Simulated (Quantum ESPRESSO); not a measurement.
# Bi2Te2Se under changes of volume

One of the cells (34.248 Å³/atom); the others are scaled copies at fixed shape and fractional positions:

```
Bi Te Se
1.0
     2.16097    1.24764   10.58557
    -2.16097    1.24764   10.58557
     0.00000   -2.49527   10.58557
Bi Te Se
2 2 1
Direct
  0.39172 0.39172 0.39172
  0.60828 0.60828 0.60828
  0.78040 0.78040 0.78040
  0.21960 0.21960 0.21960
  0.00000 0.00000 0.00000
```

The cell is a database's computed one.

| Quantity | Value |
| --- | --- |
| Program | Quantum ESPRESSO 7.5 |
| Functional | PBEsol |
| Potentials or basis | PseudoDojo 0.4.1 SR PBEsol standard |
| Cutoff | 1170 eV |
| Density cutoff | 4680 eV |
| k mesh | 4 × 4 × 4 |
| Occupations | fermi-dirac, width 0.05 eV |
| Spin | no spin polarisation |

```tsv
volume (Å³/atom)	energy over the lowest point (meV/atom)	pressure (GPa)	gap on the mesh (eV)
32.193	5.64	1.9	0.36
32.878	?	?	?
33.563	0.00	-0.5	0.39
34.248	4.11	-1.4	0.40
34.933	12.17	-2.3	0.41
35.618	23.78	-3.1	0.42
36.303	38.53	-3.8	0.43
```

Task: What does the run at 32.878 Å³/atom give?

Result: Energy over the lowest point 0.33 meV/atom; pressure 0.6 GPa; gap on the mesh 0.38 eV.

Worked out: A Birch-Murnaghan fit of order 3 (a polynomial in V^(-2/3)) to the other rows has its minimum at 33.27 Å³/atom with B0 = V·E''(V) = 53 GPa and B' = 4.5 at fixed shape and positions, which overstates the stiffness. It gives 0.33 meV/atom at 32.878 Å³/atom, against the run's 0.33, and -dE/dV = 0.6 GPa, against 0.6. A straight line through the other rows of the gap, of slope 0.572 eV per unit of ln V (its deformation potential), gives 0.37 eV, against the run's 0.38.

Energies are extrapolated to zero smearing.

Caveats: some runs use coarse meshes; spin-orbit coupling is left out, which as a rule narrows the gap of such compounds by several tenths of an eV.

A mesh can miss the band edges.
